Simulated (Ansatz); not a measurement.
RbCl, DFT, PBE, all-electron PAW with datasets made for the crystal, scalar-relativistic (Ansatz 0.2.0), run on 1 thread of Arm Neoverse V1 on a shared host.

The structure comes from a relaxation in the same program, started in the rocksalt type, and has space group Fm-3m. Whether it is a known phase or the ground state wasn't checked.

Command: `ansatz run input.yaml --threads 1 --pin off --max-ram 2048MiB --backend cpu --events-out ev --progress --plain --runs-dir out`

```yaml
crystal:
  lattice:
    - [0.0, 3.3489618109, 3.3489618109]
    - [3.3489618109, 0.0, 3.3489618109]
    - [3.3489618109, 3.3489618109, 0.0]
  atoms:
    - { symbol: Rb, position: [0.0, 0.0, 0.0] }
    - { symbol: Cl, position: [0.5, 0.5, 0.5] }
kpoints:
  mp_grid: { grid: [10, 10, 10] }
  band_path:
    path:
      - [0.0, 0.0, 0.0]
      - [0.5, 0.0, 0.5]
      - [0.625, 0.25, 0.625]
      - [0.375, 0.375, 0.75]
      - [0.0, 0.0, 0.0]
      - [0.5, 0.5, 0.5]
      - [0.5, 0.25, 0.75]
      - [0.5, 0.0, 0.5]
    npoints: 8
scf:
  occupations: { method: fermi_dirac, width: 0.05 }
hamiltonian:
  xc: pbe
  pseudopotentials: { kind: all_electron, datasets: crystal }
output:
  forces: true
  stress: true
  eigenvalues: true
  efg: { contact_densities: true }
```

Question: How large is the problem that the program sets up?

Answer: 47 irreducible k-points, 531 plane waves at Γ, 12 bands.

Question: Estimate the wall time.

Answer: 7.8 s of wall time for 7 SCF iterations. Times on shared machines scatter by tens of per cent.

Question: And the same cell and mesh by all-electron LAPW, asked for forces, stress, eigenvalues, populations, dos and the same band path, on the same hardware?

Answer: 12 s.

Question: And the same cell and mesh by PAW (frozen-core files), asked for forces, stress, eigenvalues, efg, populations, bader, dos, write_density, write_potential, elf and the same band path, on the same hardware?

Answer: 15 s.
